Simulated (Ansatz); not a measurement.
## ZnS under changes of volume

One of the cells (19.727 Å³/atom); the others are scaled copies at fixed shape and fractional positions:

```
CELL_PARAMETERS angstrom
0.00000 2.70200 2.70200
2.70200 0.00000 2.70200
2.70200 2.70200 0.00000
ATOMIC_POSITIONS crystal
Zn 0.75000 0.75000 0.75000
S 0.00000 0.00000 0.00000
```

```yaml
Program: Ansatz 0.2.0
Functional: PBE
Potentials_or_basis: JTH PAW
Cutoff: "1080 eV (not typed: the program's choice for these potentials)"
k_mesh: 9 × 9 × 9
Occupations: fermi-dirac, width 0.05 eV
Spin: no spin polarisation
```

```csv
volume (Å³/atom),energy over the lowest point (meV/atom),pressure (GPa),gap on the mesh (eV)
18.543,?,?,?
18.938,17.53,4.9,2.28
19.332,7.64,3.1,2.19
19.727,1.94,1.5,2.10
20.121,0.00,0.1,2.01
20.516,1.45,-1.2,1.93
20.910,5.94,-2.4,1.85
```

Q: What does the run at 18.543 Å³/atom give?

A: Energy over the lowest point 32.10 meV/atom; pressure 6.9 GPa; gap on the mesh 2.37 eV.

Worked out: A Birch-Murnaghan fit of order 3 (a polynomial in V^(-2/3)) to the other rows has its minimum at 20.14 Å³/atom with B0 = V·E''(V) = 70 GPa and B' = 4.4. It gives 32.12 meV/atom at 18.543 Å³/atom, against the run's 32.10, and -dE/dV = 6.9 GPa, against 6.9. A straight line through the other rows of the gap, of slope -4.36 eV per unit of ln V (its deformation potential), extrapolates to 2.37 eV, against the run's 2.37.

Energies are extrapolated to zero smearing.

Caveats: odd divisions of the mesh miss points on the zone boundary, where band edges often lie, so the gap on the mesh can be too wide.
